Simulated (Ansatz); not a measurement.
Bands of Y

```
CELL_PARAMETERS angstrom
0.00000 2.55199 2.55199
2.55199 0.00000 2.55199
2.55199 2.55199 0.00000
ATOMIC_POSITIONS crystal
Y 0.00000 0.00000 0.00000
```

Conventional cell: a = 5.104 Å, b = 5.104 Å, c = 5.104 Å, α = 90.00°, β = 90.00°, γ = 90.00°. Y (atom 1) is surrounded by 12 Y at 3.61 Å.

The cell is the one relaxed in the Materials Project (mp-9), not relaxed further here; entries there can be hypothetical.

Spin polarisation is left out, and whether a magnetic state lies lower isn't shown here.

Level of theory: DFT, PBE, all-electron LAPW, Dirac equation with spin-orbit coupling (Ansatz 0.2.0).

The runs use a Γ-centred 12×12×12 k mesh, Fermi–Dirac smearing of 0.03 eV, basis error target 0.25 meV/atom, no spin polarisation.

Points in fractions of the reciprocal vectors of this cell: Γ (0, 0, 0), X (0.5, 0, 0.5), U (0.625, 0.25, 0.625), K (0.375, 0.375, 0.75), L (0.5, 0.5, 0.5), W (0.5, 0.25, 0.75). The path joins them by straight lines in the order Γ–X–U–K–Γ–L–W–X; legs that retrace an earlier one aren't tabulated. Energies are in eV from the Fermi level.

Q: List the levels at X between -8 and 3.5 eV.

A: -1.69 (×2), -0.83 (×2), 1.98 (×2).

Q: List the levels at L between -8 and 3.5 eV.

A: -1.93 (×2), 0.55 (×2), 1.58 (×2), 1.64 (×2).

Q: List the levels at K between -8 and 3.5 eV.

A: -0.94 (×2), -0.47 (×2), 0.99 (×2).

Q: What is the band gap?

A: none: bands cross the Fermi level, a metal.
